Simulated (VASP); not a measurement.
# ScAl3N4: relaxation of cell and atoms with PBEsol

The system is ScAl3N4.

```xyz
16
Lattice="0.0000 0.0000 -5.1789 3.2367 5.6061 0.0000 3.2367 -5.6061 0.0000" Properties=species:S:1:pos:R:3 pbc="T T T"
Sc    1.6183   -0.9344    0.0000
Sc    3.2367   -1.8687   -2.5895
Al    3.2367   -3.7374    0.0000
Al    3.2367    1.8687    0.0000
Al    4.8550   -0.9344    0.0000
Al    1.6183    0.9344   -2.5895
Al    4.8550    0.9344   -2.5895
Al    3.2367    3.7374   -2.5895
N     1.6183   -0.9344   -3.2109
N     3.2367   -3.7374   -3.2109
N     3.2367    1.8687   -3.2109
N     4.8550   -0.9344   -3.2109
N     3.2367   -1.8687   -0.6215
N     1.6183    0.9344   -0.6215
N     4.8550    0.9344   -0.6215
N     3.2367    3.7374   -0.6215
```

The cell was built by a generator and needn't be a form met in nature.

| Quantity | Value |
| --- | --- |
| Program | VASP 6.6.1 |
| Task | relaxation of cell and atoms |
| Functional | PBEsol |
| Potentials or basis | VASP PAW PBE potentials, release 64 (Sc_sv, Al, N) |
| Cutoff | 600 eV |
| k mesh | 6 × 6 × 6 |
| Occupations | gaussian, width 0.03 eV |
| Spin | no spin polarisation |
| Further INCAR settings | ALGO = Normal; EDIFF = 1e-06; IBRION = 2; EDIFFG = -0.01; NSW = 90; ISIF = 3 |

```json
{
  "Relaxed volume": "11.28 Å³/atom",
  "Relaxed cell": "a = 4.996 Å, b = 6.478 Å, c = 6.447 Å, α = 120.16°, β = 90.00°, γ = 90.00°",
  "Space group after relaxing (to 0.05 Å)": "Cmc2_1 (No. 36)",
  "Energy gained by relaxing": "90.9 meV/atom",
  "Ionic steps": "16",
  "Pressure after relaxing": "0.0 GPa",
  "Largest force after relaxing": "0.007 eV/Å",
  "Band gap on the k mesh": "3.55 eV, indirect (least direct gap 3.62 eV)"
}
```

Forces on the atoms (eV/Å):
```
Sc   0.001 -0.001  0.005
Sc  -0.001  0.001  0.005
Al   0.000 -0.001  0.001
Al  -0.005  0.003 -0.002
Al   0.001  0.000  0.001
Al   0.000  0.001  0.001
Al   0.005 -0.003 -0.002
Al  -0.001  0.000  0.001
N    0.004 -0.002  0.002
N   -0.003  0.000 -0.005
N    0.005 -0.003  0.004
N   -0.001  0.003 -0.005
N   -0.004  0.002  0.002
N    0.003  0.000 -0.005
N   -0.005  0.003  0.004
N    0.001 -0.003 -0.005
```

Step by step:
```
step  energy change (eV)  largest force (eV/Å)  pressure (GPa)  volume (Å³)
   1              0.0000                3.3381           -3.56       187.95
   2             -1.2892                0.9373            0.33       180.94
   3             -1.2960                0.9084           -0.09       181.41
   4             -1.4069                0.3836            0.29       180.67
   5             -1.4073                0.3954            0.26       180.72
   6             -1.4363                0.1622           -0.28       181.04
   7             -1.4414                0.2084           -0.61       181.24
   8             -1.4512                0.0970            0.32       180.18
   9             -1.4513                0.0904            0.26       180.25
  10             -1.4533                0.0539           -0.09       180.52
  11             -1.4533                0.0523           -0.05       180.49
  12             -1.4537                0.0211            0.02       180.43
  13             -1.4537                0.0248            0.03       180.41
  14             -1.4539                0.0155           -0.01       180.45
  15             -1.4539                0.0161           -0.01       180.45
  16             -1.4539                0.0070           -0.01       180.44
```

Final structure:
```xyz
16
Lattice="0.0000 0.0000 -4.9964 3.2390 5.6101 0.0000 3.2085 -5.5925 0.0000" Properties=species:S:1:pos:R:3 pbc="T T T"
Sc    1.5562   -0.8985   -0.0588
Sc    3.2718   -1.8890   -2.5570
Al    3.2100   -3.7498   -0.0124
Al    3.2161    1.8832   -0.0284
Al    4.8525   -0.9050   -0.0124
Al    1.6180    0.9624   -2.5106
Al    4.8509    0.9394   -2.5266
Al    3.2145    3.7277   -2.5106
N     1.5329   -0.8850   -2.9346
N     3.2119   -3.8606   -3.1213
N     3.2371    1.8711   -3.1021
N     4.9493   -0.8513   -3.1213
N     3.2950   -1.9024   -0.4363
N     1.6161    1.0732   -0.6231
N     4.8299    0.9515   -0.6039
N     3.1176    3.6740   -0.6231
```

Levels at points of the mesh, in eV from the valence-band top:
```
           k point  band 36  band 37  band 38  band 39  band 40  band 41  band 42  band 43  band 44  band 45
(0.00, 0.00, 0.00)    -0.55    -0.49    -0.43    -0.24     0.00     3.74     3.91     3.98     4.30     4.52
(0.50, 0.00, 0.00)    -0.96    -0.59    -0.59    -0.37    -0.37     4.36     4.36     4.55     4.55     5.06
(0.00, 0.50, 0.00)    -0.59    -0.28    -0.26    -0.18    -0.09     3.83     4.19     4.53     4.62     5.19
(0.00, 0.00, 0.50)    -0.68    -0.24    -0.24    -0.21    -0.14     3.62     4.27     4.43     4.82     4.92
(0.50, 0.50, 0.00)    -0.73    -0.35    -0.35    -0.26    -0.26     4.62     4.62     4.95     4.95     5.30
(0.50, 0.00, 0.50)    -0.95    -0.38    -0.38    -0.18    -0.18     4.47     4.47     4.96     4.96     5.49
```

It took 45 min on 4 MPI ranks on AMD EPYC 7R13 Processor (Zen 3), with other jobs on the host, peak memory 0.69 GiB a rank.

Caveat: the PAW data sets were made with another functional, which shifts forces and pressure a little. A k mesh can miss the band edges.
